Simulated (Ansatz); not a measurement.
Runs of Ansatz 0.2.0 on SnTe. The structure is cubic, space group Fm-3m (No. 225). Conventional cell: a = 6.302 Å, b = 6.302 Å, c = 6.302 Å, α = 90.00°, β = 90.00°, γ = 90.00°. Around Te (site symmetry m-3m) lie 6 Sn at 3.15 Å. Around Sn (site symmetry m-3m) lie 6 Te at 3.15 Å. 

| task | level | cell | k mesh | cutoff (eV) | target pressure (GPa) | share of exact exchange | mesh quality | pressure (GPa) |
| --- | --- | --- | --- | --- | --- | --- | --- | --- |
| relaxation of cell and atoms | PBE | relaxed to 10 GPa | 7 × 7 × 7 | 420 | 10 | - | not flagged | 10.0 |
| single point | r2SCAN0 form with a typed share of exact exchange | as given | 4 × 4 × 4 | 500 | - | 0.1 | coarse | (a) |
| relaxation of cell and atoms | PBE | relaxed to 30 GPa | 7 × 7 × 7 | 420 | 30 | - | not flagged | 30.0 |
| relaxation of cell and atoms | PBE | relaxed to 5 GPa | 7 × 7 × 7 | 420 | 5 | - | not flagged | 5.0 |
| single point | r2SCAN0 form with a typed share of exact exchange | as given | 4 × 4 × 4 | 500 | - | 0 | coarse | 1.4 |
| relaxation of cell and atoms | PBE | relaxed | 7 × 7 × 7 | 420 | 0 | - | not flagged | 0.0 |
| relaxation of cell and atoms | PBE | relaxed to 20 GPa | 7 × 7 × 7 | 420 | 20 | - | not flagged | 20.0 |
| relaxation of cell and atoms | PBE | relaxed to 2 GPa | 7 × 7 × 7 | 420 | 2 | - | not flagged | 2.0 |

Alike in all rows: potentials or basis Ansatz PAW; no spin polarisation; smearing fermi-dirac 0.05 eV.

Problem. Fill in the values left out.

Solution. (a) 1.6.

Caveats: some runs use coarse meshes; the plane-wave basis is chosen anew once the cell has moved, so the energies of steps on either side of that aren't comparable (some runs); the PAW data sets come from PBE, with cores solved anew for the run's functional, which leaves a small shift of forces and pressure (some runs); the thresholds are loose for stress (some runs).
